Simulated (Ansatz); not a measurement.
# Which metal conducts best in a thin wire?

Plane-wave DFT in Ansatz, PBEsol, scalar-relativistic PAW potentials, cutoff 420 eV, no spin-orbit coupling; no spin polarisation. Relaxed crystals; Boltzmann transport at 300 K with one relaxation time τ for all states, on bands interpolated from the mesh shown (Fermi–Dirac smearing 0.15 eV in the self-consistent run).

| metal | k mesh | σ/τ xx, yy, zz (10²⁰ Ω⁻¹ m⁻¹ s⁻¹) | N(E_F) (states eV⁻¹ nm⁻³, both spins) |
| --- | --- | --- | --- |
| Au (Fm-3m) | 20×20×20 | 16.27, 16.27, 16.27 | 16.7 |
| P (Pm-3m) | 20×20×20 | 30.94, 30.94, 30.94 | 21.7 |
| Pt (Fm-3m) | 20×20×20 | 16.11, 16.11, 16.11 | 133.1 |
| BiTe (Fm-3m) | 12×12×12 | 20.86, 20.86, 20.86 | 20.5 |
| ScAl₂ (Fd-3m) | 8×8×8 | 3.23, 3.23, 3.23 | 35.1 |

Task: Get the Fermi velocity and ρλ of each, along its best-conducting axis, without knowing τ.

Result: The trace of σ/τ is e²N(E_F)⟨v²⟩, which gives the root mean square velocity. With ρ = 1/((σ/τ)τ) and λ = vτ the time drops out: ρλ = v/(σ/τ).
| metal | v (10⁵ m/s) | ρλ (10⁻¹⁶ Ω m²) |
| --- | --- | --- |
| Pt (Fm-3m) | 4.76 | 3.0 |
| P (Pm-3m) | 16.34 | 5.3 |
| BiTe (Fm-3m) | 13.81 | 6.6 |
| Au (Fm-3m) | 13.51 | 8.3 |
| ScAl₂ (Fd-3m) | 4.15 | 12.9 |

ρλ measures the inverse of the Fermi surface's area in k space (1/(ρλ) = e²S_F/(12π³ħ) for an isotropic metal), not the velocity: slow d electrons on a large surface can match fast s electrons. Copper's value in the literature is about 6.7×10⁻¹⁶ Ω m².

Task: How much resistivity do surfaces and grain boundaries add in a square wire 6 nm wide, with diffuse surfaces, grains as wide as the wire and a reflection coefficient of 0.3?

Result: In the common approximations to Fuchs–Sondheimer and Mayadas–Shatzkes, Δρ = ρλ [3(1 − p)/(4d) + 3R/(2D(1 − R))], with specularity p = 0, R = 0.3, and width d and grain size D both 6 nm, so Δρ = ρλ × 2.32×10⁸ m⁻¹: Pt (Fm-3m) 6.9 μΩ cm, P (Pm-3m) 12.3 μΩ cm, BiTe (Fm-3m) 15.4 μΩ cm, Au (Fm-3m) 19.3 μΩ cm, ScAl₂ (Fd-3m) 29.9 μΩ cm. The rise is smallest in Pt (Fm-3m). The wire's resistivity is this plus the bulk value, which needs phonon and disorder scattering and wasn't computed, so a small ρλ is needed but not enough: a wire metal must also be stable, stay ordered and resist electromigration and oxidation. One τ for all states gives, as a rule, a lower ρλ than one λ would, by some tens of per cent where velocities vary over the Fermi surface, which flatters d metals against copper, and the values hang on the mesh.

Spin-orbit coupling, left out, matters for the members with heavy elements.

Cost: about 16 core-minutes for the runs cited, on Intel Xeon 6975P-C (Granite Rapids), Intel Xeon Platinum 8259CL (Skylake/Cascade Lake), Intel Xeon Platinum 8488C (Sapphire Rapids) and other processors (shared hosts).